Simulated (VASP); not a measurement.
Here is a VASP 6.6.1 calculation.

Contents of POSCAR:

```
C                                       
1.0
    2.4641903664      0.0000000000      0.0000000000
   -1.2320951832      2.1340514573      0.0000000000
    0.0000000000      0.0000000000      6.6760055104
  C             
     4
Direct
     0.0000000000000000    0.0000000000000000    0.2500000000000000
     0.0000000000000000    0.0000000000000000    0.7500000000000000
     0.3333333300000021    0.6666666699999979    0.2500000000000000
     0.6666666699999979    0.3333333300000021    0.7500000000000000
```

INCAR.step1

```
SYSTEM = C
PREC = Accurate
ENCUT = 900
EDIFF = 1E-7
ISMEAR = 0
SIGMA = 0.02
LREAL = .False.
LASPH = .True.
NELM = 60
ALGO = Fast
ISIF = 2
LWAVE = .False.
LCHARG = .True.
GGA = PE
IVDW = 12
```

Contents of KPOINTS.step1:

```
regular mesh
0
Gamma
  15 15 4
  0 0 0
```

File INCAR.step2:

```
SYSTEM = C
PREC = Accurate
ENCUT = 900
EDIFF = 1E-7
ISMEAR = 0
SIGMA = 0.05
LREAL = .False.
LASPH = .True.
NELM = 60
ALGO = Fast
ISIF = 2
LWAVE = .False.
LCHARG = .False.
GGA = PE
IVDW = 12
ICHARG = 11
```

KPOINTS.step2

```
path GMKGALHA,LM,KH
20
line-mode
reciprocal
 0.0000000000  0.0000000000  0.0000000000  G
 0.5000000000  0.0000000000  0.0000000000  M

 0.5000000000  0.0000000000  0.0000000000  M
 0.3333333333  0.3333333333  0.0000000000  K

 0.3333333333  0.3333333333  0.0000000000  K
 0.0000000000  0.0000000000  0.0000000000  G

 0.0000000000  0.0000000000  0.0000000000  G
 0.0000000000  0.0000000000  0.5000000000  A

 0.0000000000  0.0000000000  0.5000000000  A
 0.5000000000  0.0000000000  0.5000000000  L

 0.5000000000  0.0000000000  0.5000000000  L
 0.3333333333  0.3333333333  0.5000000000  H

 0.3333333333  0.3333333333  0.5000000000  H
 0.0000000000  0.0000000000  0.5000000000  A

 0.5000000000  0.0000000000  0.5000000000  L
 0.5000000000  0.0000000000  0.0000000000  M

 0.3333333333  0.3333333333  0.0000000000  K
 0.3333333333  0.3333333333  0.5000000000  H
```

Potentials or basis: VASP PAW PBE potentials, release 64 (C_h).

Run with:

```console
$ cat potpaw_PBE.64/C_h/POTCAR > POTCAR
$ cp INCAR.step1 INCAR
$ cp KPOINTS.step1 KPOINTS
$ mpirun -np 1 vasp_std > vasp.out
$ cp INCAR.step2 INCAR
$ cp KPOINTS.step2 KPOINTS
$ mpirun -np 1 vasp_std > vasp.out
```

(1) Predict the dispersion energy per atom.

(2) Estimate the band gap along the path.

## Answers

(1) -0.157 eV.

(2) none (metal or under the smearing width).

Caveat: the log is that of the step along the path at fixed density, whose energy, stress, charges and moments have no meaning.
